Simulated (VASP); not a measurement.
# InAs (F-43m) in VASP: further runs

Runs on InAs. Level: PBEsol. Tasks: relaxation of the atoms.

Everything below comes from runs of VASP 6.6.1. Logs are shortened: lines on timing, memory, paths and dates and some standing lists are left out, and cuts for length are marked.

**What was measured.**

From a printed reference work, data compilation, for a bulk crystal of InAs at 4.2 K: band gap 0.418 eV (direct).

The runs below are set against these values where they give the same quantity.

## 1. The structure

The structure is cubic, space group F-43m (No. 216). The conventional cell has a = 6.091 Å, b = 6.091 Å, c = 6.091 Å, α = 90.00°, β = 90.00°, γ = 90.00°. Around In (site symmetry -43m) lie 4 As at 2.64 Å. As (site symmetry -43m) is surrounded by 4 In at 2.64 Å.

## 2. Relaxation of the atoms, PBEsol (a relaxed cell with its volume scaled by 0.98)

Contents of INCAR:

```
SYSTEM = InAs
PREC     = Accurate       ! precision mode
ENCUT    = 600            ! plane-wave cutoff, eV
EDIFF    = 1E-7           ! SCF threshold, eV
ISMEAR   = 0              ! smearing method
SIGMA    = 0.03           ! smearing width, eV
LREAL    = .FALSE.        ! projectors in reciprocal space
LASPH    = .TRUE.         ! aspherical terms in the spheres
NELM     = 80             ! most SCF steps
ALGO     = Normal         ! electronic algorithm
ISIF     = 2              ! what is computed and relaxed
LWAVE    = .FALSE.        ! write WAVECAR
LCHARG   = .FALSE.        ! write CHGCAR
GGA      = PS             ! functional
IBRION   = 2              ! ionic algorithm
NSW      = 40             ! ionic steps
EDIFFG   = -0.01          ! ionic threshold
```

Contents of KPOINTS:

```
regular mesh
0
G
  10 10 10
  0 0 0
```

Contents of POSCAR:

```
InAs                                    
1.0
    0.0000000000      3.0250141578      3.0250141578
    3.0250141578      0.0000000000      3.0250141578
    3.0250141578      3.0250141578      0.0000000000
  In              As            
     1     1
Direct
     0.0000000000000000    0.0000000000000000    0.0000000000000000
     0.2500000000000000    0.2500000000000000    0.2500000000000000
```

Potentials or basis: VASP PAW PBE potentials, release 64 (In_d, As).

On the command line:

```console
$ cat potpaw_PBE.64/In_d/POTCAR potpaw_PBE.64/As/POTCAR > POTCAR
$ mpirun -np 1 vasp_std > vasp.out
```

OUTCAR:

```text
SYSTEM = InAs
   PREC = Accurate
   ENCUT = 600
   EDIFF = 1E-7
   ISMEAR = 0
   LREAL = .FALSE.
   LASPH = .TRUE.
   NELM = 80
   ISIF = 2
   GGA = PS
   IBRION = 2
   NSW = 40
   EDIFFG = -0.01

 ion  position               nearest neighbor table
   1  0.000  0.000  0.000-   2 2.62   2 2.62   2 2.62   2 2.62
   2  0.250  0.250  0.250-   1 2.62   1 2.62   1 2.62   1 2.62

  LATTYP: Found a face centered cubic cell.
 ALAT       =     6.0500283156

  Lattice vectors:

 A1 = (   0.0000000000,   3.0250141578,   3.0250141578)
 A2 = (   3.0250141578,   0.0000000000,   3.0250141578)
 A3 = (   3.0250141578,   3.0250141578,   0.0000000000)

Analysis of symmetry for initial positions (statically):
=====================================================================
 Subroutine PRICEL returns:
 Original cell was already a primitive cell.

 Routine SETGRP: Setting up the symmetry group for a
 face centered cubic supercell.

 Subroutine GETGRP returns: Found 24 space group operations
 (whereof 24 operations were pure point group operations)
 out of a pool of 48 trial point group operations.

The static configuration has the point symmetry T_d .

Analysis of symmetry for dynamics (positions and initial velocities):
=====================================================================
 Subroutine PRICEL returns:
 Original cell was already a primitive cell.

 Routine SETGRP: Setting up the symmetry group for a
 face centered cubic supercell.

 Subroutine GETGRP returns: Found 24 space group operations
 (whereof 24 operations were pure point group operations)
 out of a pool of 48 trial point group operations.

The dynamic configuration has the point symmetry T_d .

 Subroutine INISYM returns: Found 24 space group operations
 (whereof 24 operations are pure point group operations),
 and found     1 'primitive' translations

----------------------------------------------------------------------------------------

                                     Primitive cell

  volume of cell :      55.3621

  direct lattice vectors                    reciprocal lattice vectors
     0.000000000  3.025014158  3.025014158    -0.165288483  0.165288483  0.165288483
     3.025014158  0.000000000  3.025014158     0.165288483 -0.165288483  0.165288483
     3.025014158  3.025014158  0.000000000     0.165288483  0.165288483 -0.165288483

  length of vectors
     4.278016048  4.278016048  4.278016048     0.286288050  0.286288050  0.286288050

  position of ions in fractional coordinates (direct lattice)
     0.000000000  0.000000000  0.000000000
     0.250000000  0.250000000  0.250000000

  ion indices of the primitive-cell ions
   primitive index   ion index
                 1           1
                 2           2

----------------------------------------------------------------------------------------

 KPOINTS: regular mesh

Automatic generation of k-mesh.
 Grid dimensions read from file:
 generate k-points for:   10   10   10

 Generating k-lattice:

  Cartesian coordinates                     Fractional coordinates (reciprocal lattice)
    -0.016528848  0.016528848  0.016528848     0.100000000  0.000000000  0.000000000
     0.016528848 -0.016528848  0.016528848     0.000000000  0.100000000  0.000000000
     0.016528848  0.016528848 -0.016528848     0.000000000  0.000000000  0.100000000

  Length of vectors
     0.028628805  0.028628805  0.028628805

  Shift w.r.t. Gamma in fractional coordinates (k-lattice)
     0.000000000  0.000000000  0.000000000

 Subroutine IBZKPT returns following result:
 ===========================================

 Found     47 irreducible k-points:

 Following reciprocal coordinates:
            Coordinates               Weight
  0.000000  0.000000  0.000000      1.000000
  0.100000  0.000000  0.000000      8.000000
  0.200000  0.000000  0.000000      8.000000
  0.300000  0.000000  0.000000      8.000000
  0.400000  0.000000  0.000000      8.000000
  0.500000  0.000000  0.000000      4.000000
[... 16 lines left out ...]
  0.300000  0.300000  0.000000      6.000000
  0.400000  0.300000  0.000000     24.000000
 [... further k-points ...]
   k-points           NKPTS =     47   k-points in BZ     NKDIM =     47   number of bands    NBANDS=     13
   number of dos      NEDOS =    301   number of ions     NIONS =      2
   total plane-waves  NPLWV =  46656
   dimension x,y,z NGX =    36 NGY =   36 NGZ =   36
   dimension x,y,z NGXF=    72 NGYF=   72 NGZF=   72
   ions per type =               1   1
   NGX,Y,Z   is equivalent  to a cutoff of  13.99, 13.99, 13.99 a.u.
   NGXF,Y,Z  is equivalent  to a cutoff of  27.98, 27.98, 27.98 a.u.
 SYSTEM =  InAs
   PREC   = accura    normal or accurate (medium, high low for compatibility)
   ISTART =      0    job   : 0-new  1-cont  2-samecut
   ICHARG =      2    charge: 1-file 2-atom 10-const
   ISPIN  =      1    spin polarized calculation?
   LNONCOLLINEAR =      F non collinear calculations
[... 64 lines left out ...]
      1      -9.9718      2.00000
      2      -9.9718      2.00000
      3      -9.9718      2.00000
      4      -9.8443      2.00000
      5      -9.8443      2.00000
      6      -7.5230      2.00000
      7       4.0673      2.00000
      8       4.3578      1.33333
      9       4.3578      1.33333
     10       4.3578      1.33333
     11       8.2131      0.00000
     12       8.2131      0.00000
     13       8.2131      0.00000

 k-point     2 :       0.1000    0.0000    0.0000
  band No.  band energies     occupation
      1      -9.9855      2.00000
      2      -9.9679      2.00000
      3      -9.9679      2.00000
      4      -9.8445      2.00000
      5      -9.8445      2.00000
      6      -7.4181      2.00000
      7       2.8020      2.00000
      8       4.2278      2.00000
      9       4.2278      2.00000
     10       5.2514      0.00000
     11       8.2664      0.00000
     12       8.4035      0.00000
     13       8.4035      0.00000

 k-point     3 :       0.2000    0.0000    0.0000
  band No.  band energies     occupation
      1     -10.0195      2.00000
      2      -9.9584      2.00000
      3      -9.9584      2.00000
      4      -9.8441      2.00000
      5      -9.8441      2.00000
      6      -7.1205      2.00000
      7       1.3270      2.00000
      8       3.9366      2.00000
      9       3.9366      2.00000
     10       5.5664      0.00000
     11       8.7840      0.00000
     12       8.7840      0.00000
     13       8.8900      0.00000

 k-point     4 :       0.3000    0.0000    0.0000
  band No.  band energies     occupation
      1     -10.0586      2.00000
      2      -9.9483      2.00000
      3      -9.9483      2.00000
      4      -9.8417      2.00000
      5      -9.8417      2.00000
      6      -6.6870      2.00000
      7      -0.0265      2.00000
      8       3.6407      2.00000
      9       3.6407      2.00000
     10       5.4438      0.00000
     11       9.0047      0.00000
     12       9.0047      0.00000
     13      10.0314      0.00000

 k-point     5 :       0.4000    0.0000    0.0000
  band No.  band energies     occupation
      1     -10.0882      2.00000
      2      -9.9419      2.00000
      3      -9.9419      2.00000
      4      -9.8381      2.00000
      5      -9.8381      2.00000
      6      -6.2461      2.00000
      7      -1.0468      2.00000
      8       3.4351      2.00000
      9       3.4351      2.00000
     10       5.2882      0.00000
     11       9.0071      0.00000
     12       9.0071      0.00000
     13      10.9171      0.00000
[... 257 lines left out ...]
 k-point    22 :      -0.2000    0.2000    0.0000
  band No.  band energies     occupation
      1     -10.0706      2.00000
      2      -9.9424      2.00000
      3      -9.9397      2.00000
      4      -9.8486      2.00000
      5      -9.8396      2.00000
      6      -6.5400      2.00000
      7       0.0375      2.00000
      8       2.1258      2.00000
      9       3.6843      2.00000
     10       6.7303      0.00000
     11       8.9007      0.00000
     12       9.2269      0.00000
     13       9.3615      0.00000

 k-point    23 :       0.3000    0.3000    0.0000
  band No.  band energies     occupation
      1     -10.1029      2.00000
      2      -9.9186      2.00000
      3      -9.9186      2.00000
      4      -9.8687      2.00000
      5      -9.8292      2.00000
      6      -6.4086      2.00000
      7      -0.0096      2.00000
      8       2.6093      2.00000
      9       2.6093      2.00000
     10       6.2506      0.00000
     11       7.0050      0.00000
     12      11.2812      0.00000
     13      11.2958      0.00000

 k-point    24 :       0.4000    0.3000    0.0000
  band No.  band energies     occupation
      1     -10.1238      2.00000
      2      -9.9111      2.00000
      3      -9.9086      2.00000
      4      -9.8715      2.00000
      5      -9.8269      2.00000
      6      -6.0561      2.00000
      7      -0.6526      2.00000
      8       2.1383      2.00000
      9       2.4107      2.00000
     10       6.3023      0.00000
     11       7.0767      0.00000
     12      10.9202      0.00000
     13      11.6938      0.00000

 [... further k-points ...]
[... 5 lines left out ...]
  --------------------------------------------------------------------------------------
  -------------------------------------------------------------------------------------
  Total        0.4104430      0.4104430      0.4104430      0.0000000      0.0000000      0.0000000
  in kB       11.8782169     11.8782169     11.8782169      0.0000000      0.0000000      0.0000000
  external PRESSURE =      11.8782169 kB  Pullay stress =       0.0000000 kB

 VOLUME and BASIS-vectors are now :
 -----------------------------------------------------------------------------
  energy-cutoff  :      600.00
  volume of cell :       55.36
      direct lattice vectors                 reciprocal lattice vectors
     0.000000000  3.025014158  3.025014158    -0.165288483  0.165288483  0.165288483
     3.025014158  0.000000000  3.025014158     0.165288483 -0.165288483  0.165288483
     3.025014158  3.025014158  0.000000000     0.165288483  0.165288483 -0.165288483

 POSITION                                       TOTAL-FORCE (eV/Angst)
 -----------------------------------------------------------------------------------
      0.00000      0.00000      0.00000        -0.000000     -0.000000     -0.000000
      1.51251      1.51251      1.51251         0.000000      0.000000      0.000000
 -----------------------------------------------------------------------------------
    total drift:                               -0.000000     -0.000000     -0.000000

  FREE ENERGIE OF THE ION-ELECTRON SYSTEM (eV)
  ---------------------------------------------------
  free  energy   TOTEN  =        -8.4859753347 eV

  energy  without entropy=       -8.4859290560  energy(sigma->0) =       -8.48595220

 reached required accuracy - stopping structural energy minimisation
```

Run time: 42 s. Hardware: 1 thread of Intel Xeon Platinum 8488C (Sapphire Rapids), shared host; peak memory 0.22 GiB.

Results:

```yaml
Free_energy: -8.4860 eV
Pressure_after_relaxing: 1.2 GPa
Band_gap_on_the_k_mesh: none (metal or under the smearing width)
```

Final structure:
```cif
data_structure
_symmetry_space_group_name_H-M 'P 1'
_symmetry_Int_Tables_number 1
_cell_length_a 4.2780
_cell_length_b 4.2780
_cell_length_c 4.2780
_cell_angle_alpha 60.000
_cell_angle_beta 60.000
_cell_angle_gamma 60.000
_cell_volume 55.36
loop_
_atom_site_label
_atom_site_type_symbol
_atom_site_fract_x
_atom_site_fract_y
_atom_site_fract_z
_atom_site_occupancy
In1 In 0.00000 0.00000 0.00000 1
As1 As 0.25000 0.25000 0.25000 1
```

Caveat: the relaxation stopped at its first step, so nothing moved; the PAW data sets were made with another functional, which shifts forces and pressure a little.

## 3. Relaxation of the atoms, PBEsol

INCAR is that of step 2.

KPOINTS is that of step 2.

Contents of POSCAR:

```
InAs                                    
1.0
    0.0000000000      3.0454540627      3.0454540627
    3.0454540627      0.0000000000      3.0454540627
    3.0454540627      3.0454540627      0.0000000000
  In              As            
     1     1
Direct
     0.0000000000000000    0.0000000000000000    0.0000000000000000
     0.2500000000000000    0.2500000000000000    0.2500000000000000
```

Potentials or basis: VASP PAW PBE potentials, release 64 (In_d, As).

On the command line:

```console
$ cat potpaw_PBE.64/In_d/POTCAR potpaw_PBE.64/As/POTCAR > POTCAR
$ mpirun -np 1 vasp_std > vasp.out
```

Wall time 39 s (1 thread of Intel Xeon Platinum 8488C (Sapphire Rapids), shared host); peak memory 0.22 GiB.

Results (log left out):

```
Free energy             : -8.4902 eV
Pressure after relaxing : 0.0 GPa
Band gap on the k mesh  : none (metal or under the smearing width)
```

Final structure:
```yaml
crystal:
  lattice:
    - [0.00000, 3.04545, 3.04545]
    - [3.04545, 0.00000, 3.04545]
    - [3.04545, 3.04545, 0.00000]
  atoms:
    - { symbol: In, position: [0.00000, 0.00000, 0.00000] }
    - { symbol: As, position: [0.25000, 0.25000, 0.25000] }
```

Levels at points of the mesh, in eV from the Fermi level:
| k point | band 7 | band 8 | band 9 | band 10 | band 11 | band 12 |
| --- | --- | --- | --- | --- | --- | --- |
| (0.00, 0.00, 0.00) | -0.40 | -0.01 | -0.01 | -0.01 | 3.84 | 3.84 |
| (0.50, 0.00, 0.00) | -5.71 | -0.97 | -0.97 | 0.82 | 4.60 | 4.60 |
| (0.50, 0.50, 0.00) | -5.80 | -2.28 | -2.28 | 1.47 | 1.97 | 8.93 |

Caveat: the relaxation stopped at its first step, so nothing moved; the PAW data sets were made with another functional, which shifts forces and pressure a little; this crystal is a semiconductor, whose small gap the functional closes, so the metal is an error of the method.

## 4. Relaxation of the atoms, PBEsol (a relaxed cell with its volume scaled by 1.02)

INCAR is that of step 3.

KPOINTS is that of step 3.

Contents of POSCAR:

```
InAs                                    
1.0
    0.0000000000      3.0656232204      3.0656232204
    3.0656232204      0.0000000000      3.0656232204
    3.0656232204      3.0656232204      0.0000000000
  In              As            
     1     1
Direct
     0.0000000000000000    0.0000000000000000    0.0000000000000000
     0.2500000000000000    0.2500000000000000    0.2500000000000000
```

On the command line:

```console
$ cat potpaw_PBE.64/In_d/POTCAR potpaw_PBE.64/As/POTCAR > POTCAR
$ mpirun -np 1 vasp_std > vasp.out
```

It took 40 s on 1 thread of Intel Xeon Platinum 8488C (Sapphire Rapids), shared host; peak memory 0.22 GiB.

The run converged. Its results:

| Property | Result |
| --- | --- |
| Free energy | -8.4865 eV |
| Pressure after relaxing | -1.0 GPa |
| Band gap on the k mesh | none (metal or under the smearing width) |

Final structure:
```xyz
2
Lattice="0.0000 3.0656 3.0656 3.0656 0.0000 3.0656 3.0656 3.0656 0.0000" Properties=species:S:1:pos:R:3 pbc="T T T"
In    0.0000    0.0000    0.0000
As    1.5328    1.5328    1.5328
```

Levels at points of the mesh, in eV from the Fermi level:
| k point | band 7 | band 8 | band 9 | band 10 | band 11 | band 12 |
| --- | --- | --- | --- | --- | --- | --- |
| (0.00, 0.00, 0.00) | -0.50 | -0.01 | -0.01 | -0.01 | 3.83 | 3.83 |
| (0.50, 0.00, 0.00) | -5.62 | -0.95 | -0.95 | 0.78 | 4.59 | 4.59 |
| (0.50, 0.50, 0.00) | -5.72 | -2.22 | -2.22 | 1.50 | 1.96 | 8.80 |

Caveat: the relaxation stopped at its first step, so nothing moved; the PAW data sets were made with another functional, which shifts forces and pressure a little.

## 5. Relaxation of the atoms, PBEsol (a relaxed cell with its volume scaled by 1.04)

INCAR is that of step 4.

KPOINTS is that of step 4.

Contents of POSCAR:

```
InAs                                    
1.0
    0.0000000000      3.0855304225      3.0855304225
    3.0855304225      0.0000000000      3.0855304225
    3.0855304225      3.0855304225      0.0000000000
  In              As            
     1     1
Direct
     0.0000000000000000    0.0000000000000000    0.0000000000000000
     0.2500000000000000    0.2500000000000000    0.2500000000000000
```

On the command line:

```console
$ cat potpaw_PBE.64/In_d/POTCAR potpaw_PBE.64/As/POTCAR > POTCAR
$ mpirun -np 1 vasp_std > vasp.out
```

It took 37 s on 1 thread of Intel Xeon Platinum 8488C (Sapphire Rapids), shared host; peak memory 0.22 GiB.

It converged, with:

| Item | Value |
| --- | --- |
| Free energy | -8.4759 eV |
| Pressure after relaxing | -2.0 GPa |
| Band gap on the k mesh | none (metal or under the smearing width) |

Final structure:
```xyz
2
Lattice="0.0000 3.0855 3.0855 3.0855 0.0000 3.0855 3.0855 3.0855 0.0000" Properties=species:S:1:pos:R:3 pbc="T T T"
In    0.0000    0.0000    0.0000
As    1.5428    1.5428    1.5428
```

Levels at points of the mesh, in eV from the Fermi level:
```
           k point  band 7  band 8  band 9  band 10  band 11  band 12
(0.00, 0.00, 0.00)   -0.60   -0.01   -0.01    -0.01     3.82     3.82
(0.50, 0.00, 0.00)   -5.53   -0.92   -0.92     0.74     4.57     4.57
(0.50, 0.50, 0.00)   -5.64   -2.16   -2.16     1.53     1.96     8.68
```

Caveat: the relaxation stopped at its first step, so nothing moved; the PAW data sets were made with another functional, which shifts forces and pressure a little.

## 6. Overview

```csv
cell,gap on the mesh (eV),pressure (GPa)
atoms relaxed from: a relaxed cell with its volume scaled by 0.98,none,1.2
atoms relaxed,none,0.0
atoms relaxed from: a relaxed cell with its volume scaled by 1.02,none,-1.0
atoms relaxed from: a relaxed cell with its volume scaled by 1.04,none,-2.0
```

Alike in all rows: task relaxation of the atoms; level PBEsol; potentials or basis VASP PAW PBE potentials, release 64 (In_d, As); no spin polarisation; k mesh 10 × 10 × 10; cutoff (eV) 600; smearing gaussian 0.03 eV.

Caveats: the relaxation stopped at its first step, so nothing moved; the PAW data sets were made with another functional, which shifts forces and pressure a little; this crystal is a semiconductor, whose small gap the functional closes, so the metal is an error of the method (some runs).

Total energies depend on the potentials used, so only differences within one code and one set of settings carry meaning.

## 7. Against experiment

Step 3. Against the measured gap of InAs, 0.418 eV (direct; 4.2 K; a printed reference work, data compilation), the calculated 0.00 eV is off by -0.42 eV. Spin-orbit coupling on As, In is left out. The value is that of PBEsol on a finite k mesh, which can miss the band edges, without temperature or zero-point motion. Semilocal functionals fall short of measured gaps as a rule.
